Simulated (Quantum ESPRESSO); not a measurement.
A calculation with Quantum ESPRESSO 7.5 of Ni (native input, structure typed inline):

Contents of pw.in:

```
&CONTROL
  calculation = 'scf'
  prefix = 'pwscf'
  outdir = './tmp'
  pseudo_dir = './pseudo'
  tprnfor = .true.
  tstress = .true.
  disk_io = 'low'
/
&SYSTEM
  ibrav = 0
  nat = 1
  ntyp = 1
  ecutwfc = 55
  ecutrho = 440
  nbnd = 18
  occupations = 'smearing'
  smearing = 'fd'
  degauss = 0.00367493
  nspin = 2
  starting_magnetization(1) = 0.0556
/
&ELECTRONS
  conv_thr = 2d-10
  electron_maxstep = 120
  mixing_beta = 0.3
/
ATOMIC_SPECIES
Ni    58.6934 ni_pbe_v1.4.uspp.F.UPF
CELL_PARAMETERS angstrom
  -1.3837154700    1.3837154700    1.3837154700
   1.3837154700   -1.3837154700    1.3837154700
   1.3837154700    1.3837154700   -1.3837154700
ATOMIC_POSITIONS crystal
Ni     0.0000000000    0.0000000000    0.0000000000
K_POINTS automatic
13 13 13 0 0 0
```

The input pp_density.in:

```
&INPUTPP
  prefix = 'pwscf'
  outdir = './tmp'
  filplot = 'density.dat'
  plot_num = 0
/
&PLOT
  nfile = 1
  filepp(1) = 'density.dat'
  iflag = 3
  output_format = 6
  fileout = 'density.cube'
/
```

The input pp_potential.in:

```
&INPUTPP
  prefix = 'pwscf'
  outdir = './tmp'
  filplot = 'potential.dat'
  plot_num = 11
/
&PLOT
  nfile = 1
  filepp(1) = 'potential.dat'
  iflag = 3
  output_format = 6
  fileout = 'potential.cube'
/
```

The input pp_spin.in:

```
&INPUTPP
  prefix = 'pwscf'
  outdir = './tmp'
  filplot = 'spin.dat'
  plot_num = 6
/
&PLOT
  nfile = 1
  filepp(1) = 'spin.dat'
  iflag = 3
  output_format = 6
  fileout = 'spin.cube'
/
```

Potentials or basis: SSSP 1.3 efficiency PBE.

The run is started by

```bash
$ OMP_NUM_THREADS=1 pw.x -in pw.in > pw.out
$ OMP_NUM_THREADS=1 pp.x -in pp_density.in > pp_density.out
$ OMP_NUM_THREADS=1 pp.x -in pp_potential.in > pp_potential.out
$ OMP_NUM_THREADS=1 pp.x -in pp_spin.in > pp_spin.out
```

This isn't the form of Ni at room conditions, which is fcc.

**Question.** Write the same calculation in another form: ASE script, structure from a POSCAR.

**Answer.** As run:

run.py

```python
import numpy as np
from ase.calculators.espresso import Espresso, EspressoProfile
from ase.io import read

atoms = read('POSCAR')
atoms.set_initial_magnetic_moments([1.0])

input_data = {
    'control': {'calculation': 'scf', 'prefix': 'pwscf', 'outdir': './tmp', 'tprnfor': True, 'tstress': True, 'disk_io': 'nowf'},
    'system': {'ecutwfc': 55.0, 'ecutrho': 440.0, 'nbnd': 18, 'occupations': 'smearing', 'smearing': 'fd', 'degauss': 0.00367493, 'nspin': 2},
    'electrons': {'conv_thr': 2e-10, 'electron_maxstep': 120, 'mixing_beta': 0.3},
}
pseudopotentials = {'Ni': 'ni_pbe_v1.4.uspp.F.UPF'}
profile = EspressoProfile(command='pw.x', pseudo_dir='pseudo')
atoms.calc = Espresso(profile=profile, input_data=input_data, pseudopotentials=pseudopotentials, kpts=(13, 13, 13), koffset=(0, 0, 0))

print(f'energy {atoms.get_potential_energy():.8f} eV')
print('forces (eV/A)')
print(np.round(atoms.get_forces(), 6))
print('stress (eV/A^3, Voigt)')
print(np.round(atoms.get_stress(), 8))
print(f'Fermi level {atoms.calc.get_fermi_level():.4f} eV')
```

The input POSCAR:

```
Ni
1.0
   -1.3837154700      1.3837154700      1.3837154700
    1.3837154700     -1.3837154700      1.3837154700
    1.3837154700      1.3837154700     -1.3837154700
Ni
1
Direct
    0.0000000000      0.0000000000      0.0000000000
```

Potentials or basis: SSSP 1.3 efficiency PBE.

The run is started by

```bash
$ OMP_NUM_THREADS=1 python run.py
```

Both were run:

|  | native input, structure typed inline | ASE script, structure from a POSCAR |
| --- | --- | --- |
| Pressure | 7.6 GPa | 7.6 GPa |
| Band gap on the k mesh | none (metal or under the smearing width) | none (metal or under the smearing width) |
| Net moment | 0.61 μB per cell | 0.61 μB per cell |
| Absolute moment | 0.68 μB per cell | 0.68 μB per cell |
| Site moments | Ni +0.64 μB | Ni +0.64 μB |
| Valence electrons inside the program's atomic spheres | Ni 16.52 | Ni 16.52 |

Keys that steer only the numerical path or the files written may differ.
